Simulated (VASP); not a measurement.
Input of a VASP 6.6.1 run:

INCAR

```
SYSTEM = SiNi3
ALGO = Normal ; EDIFF = 1E-7
ENCUT = 520 ; GGA = PE
ISIF = 2 ; ISMEAR = 0
IVDW = 12 ; LASPH = .True.
LCHARG = .False. ; LREAL = .False.
LWAVE = .False. ; NBANDS = 25
NELM = 100 ; PREC = Accurate
SIGMA = 0.1
```

The input KPOINTS:

```
k-points
0
Gamma
  6 6 6
  0 0 0
```

Contents of POSCAR:

```
SiNi3
1.0
    3.4637401100      0.0000000000      0.0000000000
    0.0000000000      3.4637401100      0.0000000000
    0.0000000000      0.0000000000      3.4637401100
Si Ni
1 3
Direct
    0.0000000000      0.0000000000      0.0000000000
    0.0000000000      0.5000000000      0.5000000000
    0.5000000000      0.5000000000      0.0000000000
    0.5000000000      0.0000000000      0.5000000000
```

Potentials or basis: VASP PAW PBE potentials, release 64 (Si, Ni).

Launch:

```bash
$ cat potpaw_PBE.64/Si/POTCAR potpaw_PBE.64/Ni/POTCAR > POTCAR
$ mpirun -np 1 vasp_std > vasp.out
```

Q: Estimate the band gap on the k mesh.

A: None (metal or under the smearing width).

Q: Predict the dispersion energy per atom.

A: -0.513 eV.

Q: Estimate the pressure.

A: 0.3 GPa.

Caveat: pairwise dispersion overbinds metals, which lowers pressure and volume. Spin polarisation is off, so any magnetic state and its effect on volume and gap are missing.
